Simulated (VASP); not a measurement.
# NaCl (Pm-3m) in VASP: single point with r2SCAN

Aim: the single point of NaCl with r2SCAN.

Everything below comes from runs of VASP 6.6.1. Logs are shortened: lines on timing, memory, paths and dates and some standing lists are left out, and cuts for length are marked.

## 1. The structure

Symmetry: Pm-3m, No. 221, cubic system. The conventional cell has a = 3.502 Å, b = 3.502 Å, c = 3.502 Å, α = 90.00°, β = 90.00°, γ = 90.00°. Na (site symmetry m-3m) has 8 Cl at 3.03 Å as nearest neighbours. Cl (site symmetry m-3m) has 8 Na at 3.03 Å as nearest neighbours.

Measurements of this composition are mostly on another form, of space group No. 225.

## 2. Single point, r2SCAN

Input file POSCAR:

```
NaCl
1.0
    3.5021900000      0.0000000000      0.0000000000
    0.0000000000      3.5021900000      0.0000000000
    0.0000000000      0.0000000000      3.5021900000
Na Cl
1 1
Direct
    0.0000000000      0.0000000000      0.0000000000
    0.5000000000      0.5000000000      0.5000000000
```

Input file INCAR.step1:

```
ALGO = Normal ; EDIFF = 1E-4
ENCUT = 520 ; GGA = PE
ISMEAR = 0 ; LASPH = True
LCHARG = False ; LREAL = False
LWAVE = True ; NBANDS = 14
NELM = 100 ; PREC = Accurate
SIGMA = 0.1
```

Input file INCAR.step2:

```
ALGO = Normal ; EDIFF = 1E-7
ENCUT = 520 ; ISIF = 2
ISMEAR = 0 ; ISTART = 1
LASPH = True ; LCHARG = False
LMIXTAU = True ; LREAL = False
LWAVE = False ; METAGGA = R2SCAN
NBANDS = 14 ; NELM = 100
PREC = Accurate ; SIGMA = 0.1
```

Input file KPOINTS:

```
k-points
0
Gamma
  6 6 6
```

Potentials or basis: VASP PAW PBE potentials, release 64 (Na_pv, Cl).

On the command line:

```bash
> cat potpaw_PBE.64/Na_pv/POTCAR potpaw_PBE.64/Cl/POTCAR > POTCAR
> cp INCAR.step1 INCAR
> mpirun -np 1 vasp_std > vasp.out
> cp INCAR.step2 INCAR
> mpirun -np 1 vasp_std > vasp.out
```

OUTCAR:

```text
EDIFF = 1E-7
   ENCUT = 520
   ISIF = 2
   ISMEAR = 0
   ISTART = 1
   LASPH = True
   LREAL = False
   METAGGA = R2SCAN
   NELM = 100
   PREC = Accurate

 ion  position               nearest neighbor table
   1  0.000  0.000  0.000-
   2  0.500  0.500  0.500-

  LATTYP: Found a simple cubic cell.
 ALAT       =     3.5021900000

  Lattice vectors:

 A1 = (   3.5021900000,   0.0000000000,   0.0000000000)
 A2 = (   0.0000000000,   3.5021900000,   0.0000000000)
 A3 = (   0.0000000000,   0.0000000000,   3.5021900000)

Analysis of symmetry for initial positions (statically):
=====================================================================
 Subroutine PRICEL returns:
 Original cell was already a primitive cell.

 Routine SETGRP: Setting up the symmetry group for a
 simple cubic supercell.

 Subroutine GETGRP returns: Found 48 space group operations
 (whereof 48 operations were pure point group operations)
 out of a pool of 48 trial point group operations.

The static configuration has the point symmetry O_h .

Analysis of symmetry for dynamics (positions and initial velocities):
=====================================================================
 Subroutine PRICEL returns:
 Original cell was already a primitive cell.

 Routine SETGRP: Setting up the symmetry group for a
 simple cubic supercell.

 Subroutine GETGRP returns: Found 48 space group operations
 (whereof 48 operations were pure point group operations)
 out of a pool of 48 trial point group operations.

The dynamic configuration has the point symmetry O_h .

 Subroutine INISYM returns: Found 48 space group operations
 (whereof 48 operations are pure point group operations),
 and found     1 'primitive' translations

----------------------------------------------------------------------------------------

                                     Primitive cell

  volume of cell :      42.9555

  direct lattice vectors                    reciprocal lattice vectors
     3.502190000  0.000000000  0.000000000     0.285535622  0.000000000  0.000000000
     0.000000000  3.502190000  0.000000000     0.000000000  0.285535622  0.000000000
     0.000000000  0.000000000  3.502190000     0.000000000  0.000000000  0.285535622

  length of vectors
     3.502190000  3.502190000  3.502190000     0.285535622  0.285535622  0.285535622

  position of ions in fractional coordinates (direct lattice)
     0.000000000  0.000000000  0.000000000
     0.500000000  0.500000000  0.500000000

  ion indices of the primitive-cell ions
   primitive index   ion index
                 1           1
                 2           2

----------------------------------------------------------------------------------------

 KPOINTS: k-points

Automatic generation of k-mesh.
 Grid dimensions read from file:
 generate k-points for:    6    6    6

 Generating k-lattice:

  Cartesian coordinates                     Fractional coordinates (reciprocal lattice)
     0.047589270  0.000000000  0.000000000     0.166666667  0.000000000  0.000000000
     0.000000000  0.047589270  0.000000000     0.000000000  0.166666667  0.000000000
     0.000000000  0.000000000  0.047589270     0.000000000  0.000000000  0.166666667

  Length of vectors
     0.047589270  0.047589270  0.047589270

  Shift w.r.t. Gamma in fractional coordinates (k-lattice)
     0.000000000  0.000000000  0.000000000

 Subroutine IBZKPT returns following result:
 ===========================================

 Found     20 irreducible k-points:

 Following reciprocal coordinates:
            Coordinates               Weight
  0.000000  0.000000  0.000000      1.000000
  0.166667  0.000000  0.000000      6.000000
  0.333333  0.000000  0.000000      6.000000
  0.500000  0.000000  0.000000      3.000000
  0.166667  0.166667  0.000000     12.000000
  0.333333  0.166667  0.000000     24.000000
[... 12 lines left out ...]
  0.500000  0.500000  0.333333      6.000000
  0.500000  0.500000  0.500000      1.000000
   k-points           NKPTS =     20   k-points in BZ     NKDIM =     20   number of bands    NBANDS=     14
   number of dos      NEDOS =    301   number of ions     NIONS =      2
   total plane-waves  NPLWV =  21952
   dimension x,y,z NGX =    28 NGY =   28 NGZ =   28
   dimension x,y,z NGXF=    56 NGYF=   56 NGZF=   56
   ions per type =               1   1
   NGX,Y,Z   is equivalent  to a cutoff of  13.29, 13.29, 13.29 a.u.
   NGXF,Y,Z  is equivalent  to a cutoff of  26.58, 26.58, 26.58 a.u.
 SYSTEM =  unknown system
   PREC   = accura    normal or accurate (medium, high low for compatibility)
   ISTART =      1    job   : 0-new  1-cont  2-samecut
   ICHARG =      0    charge: 1-file 2-atom 10-const
   ISPIN  =      1    spin polarized calculation?
   LNONCOLLINEAR =      F non collinear calculations
   LSORBIT =      F    spin-orbit coupling
   LASPH  =      T    aspherical Exc in radial PAW
   ENCUT  =  520.0 eV  38.22 Ry    6.18 a.u.   6.51  6.51  6.51*2*pi/ulx,y,z
   NELM   =    100;   NELMIN=  2; NELMDL=  0     # of ELM steps
   EDIFF  = 0.1E-06   stopping-criterion for ELM
   LREAL  =      F    real-space projection
   EDIFFG = 0.1E-05   stopping-criterion for IOM
   NSW    =      0    number of steps for IOM
   IBRION =     -1    ionic relax: 0-MD 1-quasi-New 2-CG
   NFREE  =      0    steps in history (QN), initial steepest desc. (CG)
   ISIF   =      2    stress and relaxation
   ISYM   =      2    0-nonsym 1-usesym 2-fastsym
   POTIM  = 0.5000    time-step for ionic-motion
   TEBEG  =    0.0;   TEEND  =   0.0 temperature during run
   PSTRESS=    0.0 pullay stress
   NELECT =      14.0000    total number of electrons
   NUPDOWN=      -1.0000    fix difference up-down
   EMIN   =  10.00;   EMAX   =-10.00  energy-range for DOS
   EFERMI =   0.00;   METHOD = LEGACY
   ISMEAR =     0;   SIGMA  =   0.10  broadening in eV -4-tet -1-fermi 0-gaus
   EFERMI_NEDOS =   21; number of points for ismear=-14 and -15
   IALGO  =     38    algorithm
   IMIX   =      4    mixing-type and parameters
     AMIX     =   0.40;   BMIX     =  1.00
     AMIX_MAG =   1.60;   BMIX_MAG =  1.00
  volume/ion in A,a.u.               =      21.48       144.94
  Fermi-wavevector in a.u.,A,eV,Ry     =   1.126621  2.129005 17.269530  1.269275
  Thomas-Fermi vector in A             =   2.263304
   LORBIT       =      0    0 simple, 1 ext, 2 COOP (PROOUT), +10 PAW based schemes
   METAGGA = R2SCAN    functional components
   LHFCALC =     F    Hartree Fock is set to
   AEXX    =    0.0000 exact exchange contribution
   IVDW    =     0    specifies the selected vdW correction
   LEPSILON=     F    determine dielectric tensor
   LRPA    =     F    only Hartree local field effects (RPA)
 non-spin polarized calculation
 Gauss-broadening in eV      SIGMA  =   0.10
  energy-cutoff  :      520.00
  volume of cell :       42.96
 maximum number of plane-waves:      1189
 NGX is ok and might be reduce to    28
   NGX = 13   NGY = 13   NGZ = 13

 number of electron      13.9999982 magnetization

 Free energy of the ion-electron system (eV)
  ---------------------------------------------------
  ext. energy  EPLUGINS =         0.00000000
  ---------------------------------------------------
  free energy    TOTEN  =       -13.45838645 eV

  energy without entropy =      -13.45838645  energy(sigma->0) =      -13.45838645

 E-fermi :   0.5936     XC(G=0):  -8.8995

 val. band max:        0.0372100206   @ k =   0.5000   0.5000   0.0000
 cond. band min:       4.8514045768   @ k =   0.0000   0.0000   0.0000
 fundamental gap:      4.8141945563
 Fermi energy:         0.5935659026

 k-point     1 :       0.0000    0.0000    0.0000
  band No.  band energies     occupation
      1     -22.7885      2.00000
      2     -22.7885      2.00000
      3     -22.7885      2.00000
      4     -13.9249      2.00000
      5      -0.4676      2.00000
      6      -0.4676      2.00000
      7      -0.4676      2.00000
      8       4.8514      0.00000
      9       9.2184      0.00000
     10       9.2184      0.00000
     11      16.7085      0.00000
     12      16.7085      0.00000
     13      16.7085      0.00000
     14      16.9876      0.00000

 k-point     2 :       0.1667    0.0000    0.0000
  band No.  band energies     occupation
      1     -22.7980      2.00000
      2     -22.7876      2.00000
      3     -22.7876      2.00000
      4     -13.8391      2.00000
      5      -1.2421      2.00000
      6      -0.4106      2.00000
      7      -0.4106      2.00000
      8       5.5641      0.00000
      9       9.5352      0.00000
     10       9.7978      0.00000
     11      14.8015      0.00000
     12      14.8015      0.00000
     13      16.3129      0.00000
     14      16.9257      0.00000

 k-point     3 :       0.3333    0.0000    0.0000
  band No.  band energies     occupation
      1     -22.8170      2.00000
      2     -22.7859      2.00000
      3     -22.7859      2.00000
      4     -13.6577      2.00000
      5      -2.4244      2.00000
      6      -0.2920      2.00000
      7      -0.2920      2.00000
      8       6.8420      0.00000
      9      10.1431      0.00000
     10      10.4335      0.00000
     11      13.2454      0.00000
     12      13.2454      0.00000
     13      15.0980      0.00000
     14      16.9655      0.00000
[... 256 lines left out ...]
 k-point    19 :       0.5000    0.5000    0.3333
  band No.  band energies     occupation
      1     -22.8141      2.00000
      2     -22.8141      2.00000
      3     -22.8051      2.00000
      4     -13.0750      2.00000
      5      -1.9697      2.00000
      6      -1.9697      2.00000
      7      -1.4480      2.00000
      8       7.3003      0.00000
      9       8.4268      0.00000
     10       8.4268      0.00000
     11      14.0916      0.00000
     12      14.7923      0.00000
     13      16.5516      0.00000
     14      16.5516      0.00000

 k-point    20 :       0.5000    0.5000    0.5000
  band No.  band energies     occupation
      1     -22.8128      2.00000
      2     -22.8128      2.00000
      3     -22.8128      2.00000
      4     -13.0004      2.00000
      5      -1.8596      2.00000
      6      -1.8596      2.00000
      7      -1.8596      2.00000
      8       7.7886      0.00000
      9       7.7886      0.00000
     10       7.7886      0.00000
     11      13.0223      0.00000
     12      17.0097      0.00000
     13      17.0097      0.00000
     14      17.0097      0.00000

------------------------ aborting loop because EDIFF is reached ----------------------------------------

  FORCE on cell =-STRESS in cart. coord.  units (eV):
  Direction    XX          YY          ZZ          XY          YZ          ZX
  --------------------------------------------------------------------------------------
  -------------------------------------------------------------------------------------
  Total       -0.3323763     -0.3323763     -0.3323763     -0.0000000     -0.0000000      0.0000000
  in kB      -12.3971408    -12.3971408    -12.3971408     -0.0000000     -0.0000000      0.0000000
  external PRESSURE =     -12.3971408 kB  Pullay stress =       0.0000000 kB

 VOLUME and BASIS-vectors are now :
 -----------------------------------------------------------------------------
  energy-cutoff  :      520.00
  volume of cell :       42.96
      direct lattice vectors                 reciprocal lattice vectors
     3.502190000  0.000000000  0.000000000     0.285535622  0.000000000  0.000000000
     0.000000000  3.502190000  0.000000000     0.000000000  0.285535622  0.000000000
     0.000000000  0.000000000  3.502190000     0.000000000  0.000000000  0.285535622

 POSITION                                       TOTAL-FORCE (eV/Angst)
 -----------------------------------------------------------------------------------
      0.00000      0.00000      0.00000         0.000000      0.000000      0.000000
      1.75110      1.75110      1.75110         0.000000      0.000000      0.000000
 -----------------------------------------------------------------------------------
    total drift:                               -0.000000      0.000000      0.000000

  FREE ENERGIE OF THE ION-ELECTRON SYSTEM (eV)
  ---------------------------------------------------
  free  energy   TOTEN  =       -13.4583864539 eV

  energy  without entropy=      -13.4583864539  energy(sigma->0) =      -13.45838645
```

Wall time 38 s (1 thread of Intel Xeon Platinum 8259CL at 2.50GHz (Skylake/Cascade Lake), shared host); peak memory 0.15 GiB.

Results:

```
Free energy            : -13.4584 eV
Pressure               : -1.2 GPa
Band gap on the k mesh : 4.81 eV, indirect (least direct gap 5.32 eV)
```

Levels at points of the mesh, in eV from the valence-band top:
```
           k point  band 4  band 5  band 6  band 7  band 8  band 9  band 10  band 11
(0.00, 0.00, 0.00)  -13.96   -0.50   -0.50   -0.50    4.81    9.18     9.18    16.67
(0.50, 0.00, 0.00)  -13.60   -2.96   -0.27   -0.27    7.69    9.53    11.26    12.64
(0.50, 0.50, 0.00)  -13.32   -2.30   -2.30    0.00    6.25   10.65    11.94    11.94
(0.50, 0.50, 0.50)  -13.04   -1.90   -1.90   -1.90    7.75    7.75     7.75    12.99
```

Caveat: the PAW data sets were made with another functional, which shifts forces and pressure a little. A k mesh can miss the band edges.
